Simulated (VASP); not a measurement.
# Mg12HF23 (a cell with a defect) (Sellaite) in VASP: single point with PBE

Aim: the single point of Mg12HF23 (a cell with a defect) (Sellaite) with PBE.

All numbers are computed with VASP 6.6.1; they aren't measurements. Logs are shortened: lines on timing, memory, paths and dates and some standing lists are left out, and cuts for length are marked.

## (1) The structure

The cell holds a defect, 36 atoms: a = 6.541 Å, b = 6.541 Å, c = 9.156 Å, α = 90.00°, β = 90.00°, γ = 90.00°.

## (2) Single point, PBE

File INCAR:

```
SYSTEM = Mg12HF23
ALGO     = Fast           ! electronic algorithm
EDIFF    = 1E-6           ! SCF threshold, eV
ENCUT    = 520            ! plane-wave cutoff, eV
GGA      = PE             ! functional
ISIF     = 2              ! what is computed and relaxed
ISMEAR   = -1             ! smearing method
LASPH    = .TRUE.         ! aspherical terms in the spheres
LCHARG   = .FALSE.        ! write CHGCAR
LREAL    = Auto         
LWAVE    = .FALSE.        ! write WAVECAR
NBANDS   = 117            ! bands
NELM     = 100            ! most SCF steps
PREC     = Accurate       ! precision mode
SIGMA    = 0.01           ! smearing width, eV
```

File KPOINTS:

```
k-points
0
G
  3 3 2
  0 0 0
```

File POSCAR:

```
Mg12HF23
1.0
    4.6250000000      4.6250000000      0.0000000000
   -4.6250000000      4.6250000000      0.0000000000
    0.0000000000      0.0000000000      9.1560000000
Mg H F
12 1 23
Direct
    0.0000000000      0.0000000000      0.0000000000
    0.0000000000      0.0000000000      0.3333333333
    0.0000000000      0.0000000000      0.6666666667
    0.5000000000      0.5000000000      0.0000000000
    0.5000000000      0.5000000000      0.3333333333
    0.5000000000      0.5000000000      0.6666666667
    0.5000000000      0.0000000000      0.1666666667
    0.5000000000      0.0000000000      0.5000000000
    0.5000000000      0.0000000000      0.8333333333
    0.0000000000      0.5000000000      0.1666666667
    0.0000000000      0.5000000000      0.5000000000
    0.0000000000      0.5000000000      0.8333333333
    0.3030000000      0.0000000000      0.0000000000
    0.3030000000      0.0000000000      0.3333333333
    0.3030000000      0.0000000000      0.6666666667
    0.8030000000      0.5000000000      0.0000000000
    0.8030000000      0.5000000000      0.3333333333
    0.8030000000      0.5000000000      0.6666666667
    0.5000000000      0.3030000000      0.1666666667
    0.5000000000      0.3030000000      0.5000000000
    0.5000000000      0.3030000000      0.8333333333
    0.0000000000      0.8030000000      0.1666666667
    0.0000000000      0.8030000000      0.5000000000
    0.0000000000      0.8030000000      0.8333333333
    0.6970000000      0.0000000000      0.0000000000
    0.6970000000      0.0000000000      0.3333333333
    0.6970000000      0.0000000000      0.6666666667
    0.1970000000      0.5000000000      0.0000000000
    0.1970000000      0.5000000000      0.3333333333
    0.1970000000      0.5000000000      0.6666666667
    0.5000000000      0.6970000000      0.1666666667
    0.5000000000      0.6970000000      0.5000000000
    0.5000000000      0.6970000000      0.8333333333
    0.0000000000      0.1970000000      0.1666666667
    0.0000000000      0.1970000000      0.5000000000
    0.0000000000      0.1970000000      0.8333333333
```

Potentials or basis: VASP PAW PBE potentials, release 64 (Mg, H, F).

Run with:

```sh
cat potpaw_PBE.64/Mg/POTCAR potpaw_PBE.64/H/POTCAR potpaw_PBE.64/F/POTCAR > POTCAR
mpirun -np 1 vasp_std > vasp.out
```

OUTCAR:

```text
SYSTEM = Mg12HF23
   EDIFF = 1E-6
   ENCUT = 520
   GGA = PE
   ISIF = 2
   ISMEAR = -1
   LASPH = .TRUE.
   LREAL = Auto
   NELM = 100
   PREC = Accurate

 ion  position               nearest neighbor table
   1  0.000  0.000  0.000-  13 1.98  25 1.98  24 2.00  22 2.00  34 2.00  36 2.00   2 3.05   3 3.05
                            10 3.61  12 3.61   7 3.61   9 3.61  10 3.61  12 3.61   7 3.61   9 3.61
   2  0.000  0.000  0.333-  14 1.98  26 1.98  22 2.00  34 2.00  23 2.00  35 2.00   1 3.05   3 3.05
                             7 3.61  10 3.61  10 3.61   7 3.61   8 3.61  11 3.61  11 3.61   8 3.61
   3  0.000  0.000  0.667-  15 1.98  27 1.98  24 2.00  36 2.00  35 2.00  23 2.00   1 3.05   2 3.05
                             9 3.61  12 3.61  12 3.61   9 3.61  11 3.61  11 3.61   8 3.61   8 3.61
   4  0.500  0.500  0.000-  16 1.98  28 1.98  21 2.00  19 2.00  31 2.00  33 2.00   5 3.05   6 3.05
                            10 3.61  12 3.61   7 3.61   9 3.61   7 3.61   9 3.61  10 3.61  12 3.61
   5  0.500  0.500  0.333-  17 1.98  29 1.98  19 2.00  31 2.00  20 2.00  32 2.00   4 3.05   6 3.05
                             7 3.61  10 3.61   7 3.61  10 3.61   8 3.61   8 3.61  11 3.61  11 3.61
   6  0.500  0.500  0.667-  18 1.98  30 1.98  21 2.00  33 2.00  32 2.00  20 2.00   4 3.05   5 3.05
                             9 3.61  12 3.61   9 3.61  12 3.61   8 3.61  11 3.61  11 3.61   8 3.61
   7  0.500  0.000  0.167-  19 1.98  31 1.98  26 2.00  14 2.00  13 2.00  25 2.00   8 3.05   9 3.05
                             2 3.61   5 3.61   5 3.61   2 3.61   4 3.61   4 3.61   1 3.61   1 3.61
   8  0.500  0.000  0.500-  20 1.98  32 1.98  14 2.00  26 2.00  27 2.00  15 2.00   7 3.05   9 3.05
                             2 3.61   3 3.61   5 3.61   6 3.61   5 3.61   6 3.61   2 3.61   3 3.61
   9  0.500  0.000  0.833-  21 1.98  33 1.98  27 2.00  15 2.00  13 2.00  25 2.00   8 3.05   7 3.05
[... 29 lines left out ...]
  35  0.000  0.197  0.500-  11 1.98   3 2.00   2 2.00
  36  0.000  0.197  0.833-  12 1.98   3 2.00   1 2.00

  LATTYP: Found a simple tetragonal cell.
 ALAT       =     6.5407377260
 C/A-ratio  =     1.3998420948

  Lattice vectors:

 A1 = (   4.6250000000,   4.6250000000,   0.0000000000)
 A2 = (  -4.6250000000,   4.6250000000,   0.0000000000)
 A3 = (   0.0000000000,   0.0000000000,   9.1560000000)

Analysis of symmetry for initial positions (statically):
=====================================================================
 Subroutine PRICEL returns:
 Original cell was already a primitive cell.

 Routine SETGRP: Setting up the symmetry group for a
 simple tetragonal supercell.

 Subroutine GETGRP returns: Found  4 space group operations
 (whereof  4 operations were pure point group operations)
 out of a pool of 16 trial point group operations.

The static configuration has the point symmetry C_2v.

Analysis of symmetry for dynamics (positions and initial velocities):
=====================================================================
 Subroutine PRICEL returns:
 Original cell was already a primitive cell.

 Routine SETGRP: Setting up the symmetry group for a
 simple tetragonal supercell.

 Subroutine GETGRP returns: Found  4 space group operations
 (whereof  4 operations were pure point group operations)
 out of a pool of 16 trial point group operations.

The dynamic configuration has the point symmetry C_2v.

 Subroutine INISYM returns: Found  4 space group operations
 (whereof  4 operations are pure point group operations),
 and found     1 'primitive' translations

----------------------------------------------------------------------------------------

                                     Primitive cell

  volume of cell :     391.7051

  direct lattice vectors                    reciprocal lattice vectors
     4.625000000  4.625000000  0.000000000     0.108108108  0.108108108  0.000000000
    -4.625000000  4.625000000  0.000000000    -0.108108108  0.108108108  0.000000000
     0.000000000  0.000000000  9.156000000     0.000000000  0.000000000  0.109217999

  length of vectors
     6.540737726  6.540737726  9.156000000     0.152887953  0.152887953  0.109217999

  position of ions in fractional coordinates (direct lattice)
     0.000000000  0.000000000  0.000000000
     0.000000000  0.000000000  0.333333333
     0.000000000  0.000000000  0.666666667
     0.500000000  0.500000000  0.000000000
     0.500000000  0.500000000  0.333333333
     0.500000000  0.500000000  0.666666667
[... 28 lines left out ...]
     0.000000000  0.197000000  0.500000000
     0.000000000  0.197000000  0.833333333

  ion indices of the primitive-cell ions
   primitive index   ion index
                 1           1
                 2           2
                 3           3
                 4           4
                 5           5
                 6           6
[... 28 lines left out ...]
                35          35
                36          36

----------------------------------------------------------------------------------------

 KPOINTS: k-points

Automatic generation of k-mesh.
 Grid dimensions read from file:
 generate k-points for:    3    3    2

 Generating k-lattice:

  Cartesian coordinates                     Fractional coordinates (reciprocal lattice)
     0.036036036  0.036036036  0.000000000     0.333333333  0.000000000  0.000000000
    -0.036036036  0.036036036  0.000000000     0.000000000  0.333333333  0.000000000
     0.000000000  0.000000000  0.054609000     0.000000000  0.000000000  0.500000000

  Length of vectors
     0.050962651  0.050962651  0.054609000

  Shift w.r.t. Gamma in fractional coordinates (k-lattice)
     0.000000000  0.000000000  0.000000000

 Subroutine IBZKPT returns following result:
 ===========================================

 Found      8 irreducible k-points:

 Following reciprocal coordinates:
            Coordinates               Weight
  0.000000  0.000000  0.000000      1.000000
  0.333333  0.000000  0.000000      2.000000
  0.000000  0.333333  0.000000      2.000000
  0.333333  0.333333  0.000000      4.000000
  0.000000  0.000000  0.500000      1.000000
  0.333333  0.000000  0.500000      2.000000
  0.000000  0.333333  0.500000      2.000000
  0.333333  0.333333  0.500000      4.000000
   k-points           NKPTS =      8   k-points in BZ     NKDIM =      8   number of bands    NBANDS=    117
   number of dos      NEDOS =    301   number of ions     NIONS =     36
   total plane-waves  NPLWV = 175000
   dimension x,y,z NGX =    50 NGY =   50 NGZ =   70
   dimension x,y,z NGXF=   100 NGYF=  100 NGZF=  140
   ions per type =              12   1  23
   NGX,Y,Z   is equivalent  to a cutoff of  12.71, 12.71, 12.71 a.u.
   NGXF,Y,Z  is equivalent  to a cutoff of  25.42, 25.42, 25.42 a.u.
 SYSTEM =  Mg12HF23
   PREC   = accura    normal or accurate (medium, high low for compatibility)
   ISTART =      0    job   : 0-new  1-cont  2-samecut
   ICHARG =      2    charge: 1-file 2-atom 10-const
   ISPIN  =      1    spin polarized calculation?
   LNONCOLLINEAR =      F non collinear calculations
   LSORBIT =      F    spin-orbit coupling
   LASPH  =      T    aspherical Exc in radial PAW
   ENCUT  =  520.0 eV  38.22 Ry    6.18 a.u.  12.16 12.16 17.02*2*pi/ulx,y,z
   NELM   =    100;   NELMIN=  2; NELMDL= -5     # of ELM steps
   EDIFF  = 0.1E-05   stopping-criterion for ELM
   LREAL  =      T    real-space projection
   EDIFFG = 0.1E-04   stopping-criterion for IOM
   NSW    =      0    number of steps for IOM
   IBRION =     -1    ionic relax: 0-MD 1-quasi-New 2-CG
   NFREE  =      0    steps in history (QN), initial steepest desc. (CG)
   ISIF   =      2    stress and relaxation
   ISYM   =      2    0-nonsym 1-usesym 2-fastsym
   POTIM  = 0.5000    time-step for ionic-motion
   TEBEG  =    0.0;   TEEND  =   0.0 temperature during run
   PSTRESS=    0.0 pullay stress
   NELECT =     186.0000    total number of electrons
   NUPDOWN=      -1.0000    fix difference up-down
   EMIN   =  10.00;   EMAX   =-10.00  energy-range for DOS
   EFERMI =   0.00;   METHOD = LEGACY
   ISMEAR =    -1;   SIGMA  =   0.01  broadening in eV -4-tet -1-fermi 0-gaus
   EFERMI_NEDOS =   21; number of points for ismear=-14 and -15
   IALGO  =     68    algorithm
   IMIX   =      4    mixing-type and parameters
     AMIX     =   0.40;   BMIX     =  1.00
     AMIX_MAG =   1.60;   BMIX_MAG =  1.00
  volume/ion in A,a.u.               =      10.88        73.43
  Fermi-wavevector in a.u.,A,eV,Ry     =   1.277201  2.413561 22.194415  1.631243
  Thomas-Fermi vector in A             =   2.409814
   LORBIT       =      0    0 simple, 1 ext, 2 COOP (PROOUT), +10 PAW based schemes
   GGA     = PE    functional components
   LHFCALC =     F    Hartree Fock is set to
   AEXX    =    0.0000 exact exchange contribution
   IVDW    =     0    specifies the selected vdW correction
   LEPSILON=     F    determine dielectric tensor
   LRPA    =     F    only Hartree local field effects (RPA)
 non-spin polarized calculation
 RMM-DIIS sequential band-by-band and
  energy-cutoff  :      520.00
  volume of cell :      391.71
 maximum number of plane-waves:     10578
 NGX is ok and might be reduce to    50
   NGX = 25   NGY = 25   NGZ = 35

 number of electron     185.9999968 magnetization

 Free energy of the ion-electron system (eV)
  ---------------------------------------------------
  ext. energy  EPLUGINS =         0.00000000
  ---------------------------------------------------
  free energy    TOTEN  =      -185.54078501 eV

  energy without entropy =     -185.54078501  energy(sigma->0) =     -185.54078501

 E-fermi :   0.5802     XC(G=0):  -9.6645

 val. band max:        0.3144663825   @ k =   0.3333   0.3333   0.5000
 cond. band min:       6.1322196297   @ k =   0.0000   0.0000   0.0000
 fundamental gap:      5.8177532472
 Fermi energy:         0.5802484164

 k-point     1 :       0.0000    0.0000    0.0000
  band No.  band energies     occupation
      1     -22.0375      2.00000
      2     -21.7304      2.00000
      3     -21.6989      2.00000
      4     -21.5867      2.00000
      5     -21.5565      2.00000
      6     -21.4612      2.00000
[... 853 lines left out ...]
    104      11.1879      0.00000
    105      11.3071      0.00000
 [bands above 105 left out]

------------------------ aborting loop because EDIFF is reached ----------------------------------------

  FORCE on cell =-STRESS in cart. coord.  units (eV):
  Direction    XX          YY          ZZ          XY          YZ          ZX
  --------------------------------------------------------------------------------------
  -------------------------------------------------------------------------------------
  Total        8.1429811      8.1429811      8.7385659     -0.5632770      0.0000000      0.0000000
  in kB       33.3069417     33.3069417     35.7430406     -2.3039515      0.0000000      0.0000000
  external PRESSURE =      34.1189747 kB  Pullay stress =       0.0000000 kB

 VOLUME and BASIS-vectors are now :
 -----------------------------------------------------------------------------
  energy-cutoff  :      520.00
  volume of cell :      391.71
      direct lattice vectors                 reciprocal lattice vectors
     4.625000000  4.625000000  0.000000000     0.108108108  0.108108108  0.000000000
    -4.625000000  4.625000000  0.000000000    -0.108108108  0.108108108  0.000000000
     0.000000000  0.000000000  9.156000000     0.000000000  0.000000000  0.109217999

 POSITION                                       TOTAL-FORCE (eV/Angst)
 -----------------------------------------------------------------------------------
      0.00000      0.00000      0.00000         0.184432      0.184432      0.000000
      0.00000      0.00000      3.05200         0.009637      0.009637     -0.003976
      0.00000      0.00000      6.10400         0.009637      0.009637      0.003976
      0.00000      4.62500      0.00000        -0.010118     -0.010118      0.000000
      0.00000      4.62500      3.05200        -0.003351     -0.003351      0.004780
      0.00000      4.62500      6.10400        -0.003351     -0.003351     -0.004780
[... 28 lines left out ...]
     -0.91113      0.91113      4.57800        -0.017240      0.015166      0.000000
     -0.91113      0.91113      7.63000        -0.001791      0.020030      0.015513
 -----------------------------------------------------------------------------------
    total drift:                               -0.000810     -0.000810     -0.000001

  FREE ENERGIE OF THE ION-ELECTRON SYSTEM (eV)
  ---------------------------------------------------
  free  energy   TOTEN  =      -185.5407850121 eV

  energy  without entropy=     -185.5407850121  energy(sigma->0) =     -185.54078501
```

Run time: 6.4 min. Hardware: 1 thread of Intel Xeon Platinum 8488C (Sapphire Rapids), shared host; peak memory 0.55 GiB.

What came out:

```
Free energy            : -185.5408 eV
Pressure               : 3.4 GPa
Largest force          : 0.261 eV/Å
Band gap on the k mesh : 5.82 eV, indirect (least direct gap 5.97 eV)
```

Forces on the atoms (eV/Å):
```
Mg   0.184  0.184  0.000
Mg   0.010  0.010 -0.004
Mg   0.010  0.010  0.004
Mg  -0.010 -0.010  0.000
Mg  -0.003 -0.003  0.005
Mg  -0.003 -0.003 -0.005
Mg  -0.114 -0.114 -0.187
Mg  -0.001 -0.001  0.000
Mg  -0.114 -0.114  0.187
Mg   0.007  0.007 -0.002
Mg   0.002  0.002  0.000
Mg   0.007  0.007  0.002
H    0.041  0.041  0.000
F   -0.018 -0.018  0.013
F   -0.018 -0.018 -0.013
F   -0.015 -0.015  0.000
F   -0.016 -0.016 -0.003
F   -0.016 -0.016  0.003
F    0.017 -0.030 -0.010
F    0.016 -0.014  0.000
F    0.017 -0.030  0.010
F    0.020 -0.002 -0.016
F    0.015 -0.017  0.000
F    0.020 -0.002  0.016
F   -0.023 -0.023  0.000
F    0.019  0.019  0.000
F    0.019  0.019  0.000
F    0.012  0.012  0.000
F    0.015  0.015 -0.001
F    0.015  0.015  0.001
F   -0.030  0.017 -0.010
F   -0.014  0.016  0.000
F   -0.030  0.017  0.010
F   -0.002  0.020 -0.016
F   -0.017  0.015  0.000
F   -0.002  0.020  0.016
```

Stress tensor (GPa, compression positive):
```
 3.33 -0.23  0.00
-0.23  3.33  0.00
 0.00  0.00  3.57
```

Levels at points of the mesh, in eV from the valence-band top:
```
           k point  band 90  band 91  band 92  band 93  band 94  band 95  band 96  band 97
(0.00, 0.00, 0.00)    -2.00    -1.98    -1.67    -0.15     5.82     7.52     8.39     8.53
(0.00, 0.00, 0.50)    -2.04    -1.82    -1.76    -0.11     6.11     6.84     8.61     8.74
```
